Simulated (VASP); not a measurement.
# MoS2 (Fm-3m) in VASP: a series of runs

One crystal, MoS2, is run at these levels: PBEsol+U; tasks: single point.

Program: VASP 6.6.1. These are calculated values, not measurements. Logs are shortened: lines on timing, memory, paths and dates and some standing lists are left out, and cuts for length are marked.

### Step 1. The crystal as given

It takes space group Fm-3m (No. 225, cubic). Conventional cell: a = 5.992 Å, b = 5.992 Å, c = 5.992 Å, α = 90.00°, β = 90.00°, γ = 90.00°. Mo (site symmetry m-3m) is surrounded by 8 S at 2.59 Å. Around S (site symmetry -43m) lie 4 Mo at 2.59 Å.

Measurements of this composition are mostly on another form, of space group No. 194.

### Step 2. Single point, PBEsol+U, collinear spin, ferromagnetic start

The input, INCAR:

```
  PREC = Accurate
  ENCUT = 520
  EDIFF = 1E-6
  ISMEAR = 0
  SIGMA = 0.05
  LREAL = False
  LASPH = True
  NELM = 60
  ALGO = Fast
  ISIF = 2
  LWAVE = False
  LCHARG = False
  ISPIN = 2
  MAGMOM = 1 0 0
  LORBIT = 11
  LMAXMIX = 4
  LDAU = True
  LDAUTYPE = 2
  LDAUL = 2 -1
  LDAUU = 6 0
  LDAUJ = 0 0
  LDAUPRINT = 1
  GGA = PS
  NBANDS = 24
```

The input, KPOINTS:

```
regular mesh
0
Gamma
  6 6 6
```

The input, POSCAR:

```
MoS2
1.0
    0.0000000000      2.9959514200      2.9959514200
    2.9959514200      0.0000000000      2.9959514200
    2.9959514200      2.9959514200      0.0000000000
Mo S
1 2
Direct
    0.0000000000      0.0000000000      0.0000000000
    0.2500000000      0.2500000000      0.2500000000
    0.7500000000      0.7500000000      0.7500000000
```

Potentials or basis: VASP PAW PBE potentials, release 64 (Mo_sv, S).

Started as:

```bash
> cat potpaw_PBE.64/Mo_sv/POTCAR potpaw_PBE.64/S/POTCAR > POTCAR
> mpirun -np 1 vasp_std > vasp.out
```

OUTCAR:

```text
PREC = Accurate
   ENCUT = 520
   EDIFF = 1E-6
   ISMEAR = 0
   LREAL = False
   LASPH = True
   NELM = 60
   ISIF = 2
   ISPIN = 2
   LORBIT = 11
   GGA = PS

 ion  position               nearest neighbor table
   1  0.000  0.000  0.000-   3 2.59   3 2.59   3 2.59   2 2.59   2 2.59   2 2.59   3 2.59   2 2.59

   2  0.250  0.250  0.250-   1 2.59   1 2.59   1 2.59   1 2.59
   3  0.750  0.750  0.750-   1 2.59   1 2.59   1 2.59   1 2.59

  LATTYP: Found a face centered cubic cell.
 ALAT       =     5.9919028400

  Lattice vectors:

 A1 = (   0.0000000000,   2.9959514200,   2.9959514200)
 A2 = (   2.9959514200,   0.0000000000,   2.9959514200)
 A3 = (   2.9959514200,   2.9959514200,   0.0000000000)

Analysis of symmetry for initial positions (statically):
=====================================================================
 Subroutine PRICEL returns:
 Original cell was already a primitive cell.

 Routine SETGRP: Setting up the symmetry group for a
 face centered cubic supercell.

 Subroutine GETGRP returns: Found 48 space group operations
 (whereof 48 operations were pure point group operations)
 out of a pool of 48 trial point group operations.

The static configuration has the point symmetry O_h .

Analysis of symmetry for dynamics (positions and initial velocities):
=====================================================================
 Subroutine PRICEL returns:
 Original cell was already a primitive cell.

 Routine SETGRP: Setting up the symmetry group for a
 face centered cubic supercell.

 Subroutine GETGRP returns: Found 48 space group operations
 (whereof 48 operations were pure point group operations)
 out of a pool of 48 trial point group operations.

The dynamic configuration has the point symmetry O_h .

Analysis of structural, dynamic, and magnetic symmetry:
=====================================================================
 Subroutine PRICEL returns:
 Original cell was already a primitive cell.

 Routine SETGRP: Setting up the symmetry group for a
 face centered cubic supercell.

 Subroutine GETGRP returns: Found 48 space group operations
 (whereof 48 operations were pure point group operations)
 out of a pool of 48 trial point group operations.

The overall configuration has the point symmetry O_h .

 Subroutine INISYM returns: Found 48 space group operations
 (whereof 48 operations are pure point group operations),
 and found     1 'primitive' translations

----------------------------------------------------------------------------------------

                                     Primitive cell

  volume of cell :      53.7817

  direct lattice vectors                    reciprocal lattice vectors
     0.000000000  2.995951420  2.995951420    -0.166891892  0.166891892  0.166891892
     2.995951420  0.000000000  2.995951420     0.166891892 -0.166891892  0.166891892
     2.995951420  2.995951420  0.000000000     0.166891892  0.166891892 -0.166891892

  length of vectors
     4.236915130  4.236915130  4.236915130     0.289065236  0.289065236  0.289065236

  position of ions in fractional coordinates (direct lattice)
     0.000000000  0.000000000  0.000000000
     0.250000000  0.250000000  0.250000000
     0.750000000  0.750000000  0.750000000

  ion indices of the primitive-cell ions
   primitive index   ion index
                 1           1
                 2           2
                 3           3

----------------------------------------------------------------------------------------

 KPOINTS: regular mesh

Automatic generation of k-mesh.
 Grid dimensions read from file:
 generate k-points for:    6    6    6
[... 68 lines left out ...]
   EMIN   =  10.00;   EMAX   =-10.00  energy-range for DOS
   EFERMI =   0.00;   METHOD = LEGACY
   ISMEAR =     0;   SIGMA  =   0.05  broadening in eV -4-tet -1-fermi 0-gaus
   EFERMI_NEDOS =   21; number of points for ismear=-14 and -15
   IALGO  =     68    algorithm
   IMIX   =      4    mixing-type and parameters
     AMIX     =   0.40;   BMIX     =  1.00
     AMIX_MAG =   1.60;   BMIX_MAG =  1.00
  volume/ion in A,a.u.               =      17.93       120.98
  Fermi-wavevector in a.u.,A,eV,Ry     =   1.284856  2.428026 22.461251  1.650855
  Thomas-Fermi vector in A             =   2.417025
   LORBIT       =     11    0 simple, 1 ext, 2 COOP (PROOUT), +10 PAW based schemes
 LDA+U is selected, type is set to LDAUTYPE =  2
   angular momentum for each species LDAUL =     2   -1
   U (eV)           for each species LDAUU =   6.0  0.0
   J (eV)           for each species LDAUJ =   0.0  0.0
   GGA     = PS    functional components
   LHFCALC =     F    Hartree Fock is set to
   AEXX    =    0.0000 exact exchange contribution
   IVDW    =     0    specifies the selected vdW correction
   LEPSILON=     F    determine dielectric tensor
   LRPA    =     F    only Hartree local field effects (RPA)
 spin polarized calculation
 RMM-DIIS sequential band-by-band and
 Gauss-broadening in eV      SIGMA  =   0.05
  energy-cutoff  :      520.00
  volume of cell :       53.78
 maximum number of plane-waves:      1464
   NGX = 15   NGY = 15   NGZ = 15

atom =   1  type =  1  l = 2

 onsite density matrix

spin component  1

  0.4135 -0.0000  0.0000 -0.0000  0.0000
 -0.0000  0.4135  0.0000 -0.0000 -0.0000
  0.0000  0.0000  0.8531 -0.0000  0.0000
 -0.0000 -0.0000 -0.0000  0.4135 -0.0000
  0.0000 -0.0000  0.0000 -0.0000  0.8531

spin component  2

  0.2203  0.0000  0.0000  0.0000 -0.0000
  0.0000  0.2203  0.0000  0.0000 -0.0000
  0.0000  0.0000  0.0325  0.0000  0.0000
  0.0000  0.0000  0.0000  0.2203  0.0000
 -0.0000 -0.0000  0.0000  0.0000  0.0325

 occupancies and eigenvectors

  o =  0.0325  v =  0.0000  0.0000  0.0000  0.0000  0.0000  0.0000 -0.0000  0.7175  0.0000 -0.6966      0.0000  0.0000  0.0000  0.0000  0.0000  0.0000  0.0000  0.0000  0.0000  0.0000
  o =  0.0325  v =  0.0000  0.0000  0.0000  0.0000  0.0000  0.0000 -0.0000  0.6966  0.0000  0.7175      0.0000  0.0000  0.0000  0.0000  0.0000  0.0000  0.0000  0.0000  0.0000  0.0000
  o =  0.2203  v =  0.0000  0.0000  0.0000  0.0000  0.0000  0.0000 -0.9986 -0.0000 -0.0536 -0.0000      0.0000  0.0000  0.0000  0.0000  0.0000  0.0000  0.0000  0.0000  0.0000  0.0000
  o =  0.2203  v =  0.0000  0.0000  0.0000  0.0000  0.0000  1.0000  0.0000  0.0000  0.0000  0.0000      0.0000  0.0000  0.0000  0.0000  0.0000  0.0000  0.0000  0.0000  0.0000  0.0000
  o =  0.2203  v =  0.0000  0.0000  0.0000  0.0000  0.0000  0.0000 -0.0536 -0.0000  0.9986  0.0000      0.0000  0.0000  0.0000  0.0000  0.0000  0.0000  0.0000  0.0000  0.0000  0.0000
  o =  0.4135  v =  0.0000  0.9998 -0.0000 -0.0186  0.0000  0.0000  0.0000  0.0000  0.0000  0.0000      0.0000  0.0000  0.0000  0.0000  0.0000  0.0000  0.0000  0.0000  0.0000  0.0000
  o =  0.4135  v =  1.0000  0.0000  0.0000  0.0000  0.0000  0.0000  0.0000  0.0000  0.0000  0.0000      0.0000  0.0000  0.0000  0.0000  0.0000  0.0000  0.0000  0.0000  0.0000  0.0000
  o =  0.4135  v =  0.0000 -0.0186  0.0000 -0.9998  0.0000  0.0000  0.0000  0.0000  0.0000  0.0000      0.0000  0.0000  0.0000  0.0000  0.0000  0.0000  0.0000  0.0000  0.0000  0.0000
  o =  0.8531  v =  0.0000  0.0000  0.9997  0.0000 -0.0261  0.0000  0.0000  0.0000  0.0000  0.0000      0.0000  0.0000  0.0000  0.0000  0.0000  0.0000  0.0000  0.0000  0.0000  0.0000
  o =  0.8531  v =  0.0000 -0.0000  0.0261  0.0000  0.9997  0.0000  0.0000  0.0000  0.0000  0.0000      0.0000  0.0000  0.0000  0.0000  0.0000  0.0000  0.0000  0.0000  0.0000  0.0000

 number of electron      26.0000002 magnetization       2.0167011

 Free energy of the ion-electron system (eV)
  ---------------------------------------------------
  ext. energy  EPLUGINS =         0.00000000
  ---------------------------------------------------
  free energy    TOTEN  =       -16.10538573 eV

  energy without entropy =      -16.10434566  energy(sigma->0) =      -16.10486570

 E-fermi :   8.5034     XC(G=0): -11.0343

 val. band max:        8.4772982941   @ k =  -0.3333   0.5000   0.1667
 cond. band min:       8.5128254196   @ k =   0.5000   0.5000   0.0000
 fundamental gap:      0.0355271254
 Fermi energy:         8.5033892312

 spin component 1

 k-point     1 :       0.0000    0.0000    0.0000
  band No.  band energies     occupation
      1     -54.8493      1.00000
      2     -28.9748      1.00000
      3     -28.9748      1.00000
      4     -28.9747      1.00000
      5      -7.1304      1.00000
      6      -2.8044      1.00000
[... 421 lines left out ...]
     23      19.2204      0.00000
     24      20.8205      0.00000
 Fermi energy:         8.5033892312

 spin component 2

 k-point     1 :       0.0000    0.0000    0.0000
  band No.  band energies     occupation
      1     -53.4197      1.00000
      2     -27.3955      1.00000
      3     -27.3955      1.00000
      4     -27.3955      1.00000
      5      -7.2207      1.00000
      6      -3.0672      1.00000
[... 421 lines left out ...]
     23      19.4328      0.00000
     24      21.5592      0.00000

------------------------ aborting loop because EDIFF is reached ----------------------------------------

  FORCE on cell =-STRESS in cart. coord.  units (eV):
  Direction    XX          YY          ZZ          XY          YZ          ZX
  --------------------------------------------------------------------------------------
  -------------------------------------------------------------------------------------
  Total        0.6149187      0.6149187      0.6149187      0.0000000     -0.0000000      0.0000000
  in kB       18.3186714     18.3186714     18.3186714      0.0000000     -0.0000000      0.0000000
  external PRESSURE =      18.3186714 kB  Pullay stress =       0.0000000 kB

 VOLUME and BASIS-vectors are now :
 -----------------------------------------------------------------------------
  energy-cutoff  :      520.00
  volume of cell :       53.78
      direct lattice vectors                 reciprocal lattice vectors
     0.000000000  2.995951420  2.995951420    -0.166891892  0.166891892  0.166891892
     2.995951420  0.000000000  2.995951420     0.166891892 -0.166891892  0.166891892
     2.995951420  2.995951420  0.000000000     0.166891892  0.166891892 -0.166891892

 POSITION                                       TOTAL-FORCE (eV/Angst)
 -----------------------------------------------------------------------------------
      0.00000      0.00000      0.00000         0.000000     -0.000000      0.000000
      1.49798      1.49798      1.49798        -0.000000     -0.000000     -0.000000
      4.49393      4.49393      4.49393         0.000000      0.000000      0.000000
 -----------------------------------------------------------------------------------
    total drift:                                0.000000     -0.000000      0.000000

  FREE ENERGIE OF THE ION-ELECTRON SYSTEM (eV)
  ---------------------------------------------------
  free  energy   TOTEN  =       -16.1053857300 eV

  energy  without entropy=      -16.1043456626  energy(sigma->0) =      -16.10486570

 total charge

# of ion       s       p       d       tot
------------------------------------------
    1        2.257   6.154   3.631  12.042
    2        1.349   2.359   0.000   3.708
    3        1.349   2.359   0.000   3.708
--------------------------------------------------
tot          4.955  10.872   3.631  19.459

 magnetization (x)

# of ion       s       p       d       tot
------------------------------------------
    1        0.040   0.035   2.204   2.279
    2       -0.008  -0.177   0.000  -0.184
    3       -0.008  -0.177   0.000  -0.184
--------------------------------------------------
tot          0.024  -0.318   2.204   1.910
```

Run time: 82 s. Hardware: 1 thread of AMD EPYC 7R43 (Zen 3), shared host; peak memory 0.17 GiB.

Results:

```
Free energy                                           : -16.1054 eV
Pressure                                              : 1.8 GPa
Band gap on the k mesh                                : none (metal or under the smearing width)
Net moment                                            : 2.02 μB per cell
Site moments                                          : Mo +2.28; S -0.18 μB
Valence electrons inside the program's atomic spheres : Mo 12.04; S 3.71
```

Levels at points of the mesh, in eV from the Fermi level:
Spin up:
| k point | band 10 | band 11 | band 12 | band 13 | band 14 | band 15 | band 16 | band 17 | band 18 | band 19 |
| --- | --- | --- | --- | --- | --- | --- | --- | --- | --- | --- |
| (0.00, 0.00, 0.00) | -4.78 | -4.78 | -1.21 | -1.21 | -1.21 | 2.54 | 2.54 | 2.54 | 3.86 | 3.86 |
| (0.50, 0.00, 0.00) | -3.85 | -3.85 | -3.66 | -3.58 | -3.58 | -0.09 | 1.97 | 1.97 | 5.88 | 7.25 |
| (0.50, 0.50, 0.00) | -4.24 | -3.92 | -3.55 | -3.55 | -0.07 | 0.23 | 2.23 | 2.23 | 3.45 | 6.47 |
Spin down:
| k point | band 9 | band 10 | band 11 | band 12 | band 13 | band 14 | band 15 | band 16 |
| --- | --- | --- | --- | --- | --- | --- | --- | --- |
| (0.00, 0.00, 0.00) | -6.08 | -1.37 | -1.37 | -1.37 | 0.68 | 0.68 | 4.20 | 4.20 |
| (0.50, 0.00, 0.00) | -4.30 | -3.77 | -3.65 | -3.65 | 0.97 | 0.97 | 1.85 | 4.40 |
| (0.50, 0.50, 0.00) | -5.66 | -2.43 | -2.43 | 0.01 | 0.11 | 2.01 | 2.21 | 3.08 |

Eigenvalues of the final occupation matrices:
| site | spin | trace | eigenvalues |
| --- | --- | --- | --- |
| site 1 d | 1 | 2.95 | 0.41 0.41 0.41 0.85 0.85 |
| site 1 d | 2 | 0.73 | 0.03 0.03 0.22 0.22 0.22 |

Caveat: the PAW data sets were made with another functional, which shifts forces and pressure a little. The state reached can hang on the start; a lower one may exist.

(Continued in part 2 of 2.)
